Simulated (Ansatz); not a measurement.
Here is an Ansatz 0.2.0 calculation.

input.yaml

```yaml
crystal:
  lattice:
    - [-1.641, 1.641, 1.641]
    - [1.641, -1.641, 1.641]
    - [1.641, 1.641, -1.641]
  atoms:
    - { symbol: Ti, position: [0.0, 0.0, 0.0] }
hamiltonian:
  xc: pbe
  pseudopotentials: { kind: paw }
  dispersion: d4
kpoints:
  mp_grid: { grid: [11, 11, 11] }
scf:
  occupations: { method: fermi_dirac, width: 0.05 }
output:
  forces: true
  stress: true
relax:
  f_tol: 0.01
  max_steps: 40
  cell: { stress_tol: 0.05 }
```

Potentials or basis: Ansatz PAW.

Command:

```sh
$ ansatz run input.yaml --threads 2 --pin off --max-ram 5632MiB --backend cpu --events-out ev --progress --plain --runs-dir out
```

(1) Estimate the relaxed volume.

(2) Estimate the space group after relaxing (to 0.05 Å).

(3) What does it give for the relaxed cell?

Answers

(1) 16.94 Å³/atom.

(2) Im-3m (No. 229).

(3) a = 2.802 Å, b = 2.802 Å, c = 2.802 Å, α = 109.47°, β = 109.47°, γ = 109.47°.
